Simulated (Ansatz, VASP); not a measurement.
# One calculation of Na, two programs

File INCAR:

```
  ALGO = Fast
  EDIFF = 1E-7
  ENCUT = 520
  GGA = PE
  ISIF = 2
  ISMEAR = 0
  LASPH = T
  LCHARG = F
  LREAL = F
  LWAVE = F
  NBANDS = 10
  NELM = 100
  PREC = Accurate
  SIGMA = 0.15
```

File KPOINTS:

```
k-points
0
Gamma
  16 16 16
```

Contents of POSCAR:

```
Na
1.0
   -2.0222125000      2.0222125000      2.1175000000
    2.0222125000     -2.0222125000      2.1175000000
    2.0222125000      2.0222125000     -2.1175000000
Na
1
Direct
    0.0000000000      0.0000000000      0.0000000000
```

Input for Ansatz:

```yaml
crystal:
  lattice:
    - [-2.0222125, 2.0222125, 2.1175]
    - [2.0222125, -2.0222125, 2.1175]
    - [2.0222125, 2.0222125, -2.1175]
  atoms:
    - { symbol: Na, position: [0.0, 0.0, 0.0] }
basis:
  ecutwfc: 420
kpoints:
  mp_grid: { grid: [16, 16, 16] }
hamiltonian:
  xc: pbe
scf:
  occupations: { method: gaussian, width: 0.15 }
output:
  forces: true
  stress: true
  eigenvalues: true
```

Change from the starting cell: strain -0.0450 x Voigt [1, 1, 0, 0, 0, 0], atoms carried along.

Alike in both runs: task single point; functional PBE; k mesh 16 × 16 × 16; occupations gaussian, width 0.15 eV; no spin polarisation.

|  | VASP | Ansatz |
| --- | --- | --- |
| version | VASP 6.6.1 | Ansatz 0.2.0 |
| potentials or method | VASP PAW PBE potentials, release 64 (Na_pv) | scalar-relativistic, plane waves, PAW |
| plane-wave cutoff (eV) | 520 | 420 |
| valence electrons in the cell | 7 | 9 |

|  | VASP | Ansatz | Ansatz less VASP |
| --- | --- | --- | --- |
| gap on the k mesh at the Fermi level (eV) | none | none | - |
| pressure (GPa) | 0.6 | 0.6 | +0.01 |

A gap of «none» marks a metal or a gap that the smearing closes. The two sets of potentials don't hold the same shells in valence.
